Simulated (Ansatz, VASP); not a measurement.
**One calculation of Sb, two programs**

File INCAR:

```
SYSTEM = Sb
  PREC = Accurate
  ENCUT = 520
  EDIFF = 1E-7
  ISMEAR = -1
  SIGMA = 0.05
  LREAL = .False.
  LASPH = .True.
  NELM = 80
  ALGO = Normal
  ISIF = 2
  LWAVE = .False.
  LCHARG = .False.
  GGA = PE
  NBANDS = 8
```

Contents of KPOINTS:

```
regular mesh
0
Gamma
  10 10 10
  0 0 0
```

The input POSCAR:

```
Sb
1.0
   -1.9080431628      1.9080431628      1.9080431628
    1.9080431628     -1.9080431628      1.9080431628
    1.9080431628      1.9080431628     -1.9080431628
Sb
1
Direct
    0.0000000000      0.0000000000      0.0000000000
```

File input.yaml:

```yaml
crystal:
  lattice:
    - [-1.9080431628, 1.9080431628, 1.9080431628]
    - [1.9080431628, -1.9080431628, 1.9080431628]
    - [1.9080431628, 1.9080431628, -1.9080431628]
  atoms:
    - { symbol: Sb, position: [0.0, 0.0, 0.0] }
hamiltonian:
  xc: pbe
  pseudopotentials: { kind: paw }
kpoints:
  mp_grid: { grid: [10, 10, 10] }
scf:
  occupations: { method: fermi_dirac, width: 0.05 }
output:
  forces: true
  stress: true
  eigenvalues: true
  write_density: true
  write_potential: true
  elf: true
  volumetric_format: npy
```

Change from the starting cell: volume scaled by 1.06.

Alike in both runs: task single point; functional PBE; k mesh 10 × 10 × 10; occupations fermi-dirac, width 0.05 eV; no spin polarisation.

|  | VASP | Ansatz |
| --- | --- | --- |
| version | VASP 6.6.1 | Ansatz 0.2.0 |
| potentials or method | VASP PAW PBE potentials, release 64 (Sb) | Ansatz PAW |
| plane-wave cutoff (eV) | 520 | 420 |
| valence electrons in the cell | 5 | 15 |

```tsv
	VASP	Ansatz	Ansatz less VASP
gap on the k mesh at the Fermi level (eV)	none	none	-
pressure (GPa)	-0.7	-0.6	+0.13
```

A gap of «none» marks a metal or a gap that the smearing closes. The functional is the same, so the differences come from potentials, cutoffs and numerics. The two sets of potentials don't hold the same shells in valence.

The runs have no spin-orbit coupling, so splittings on Sb are missing.
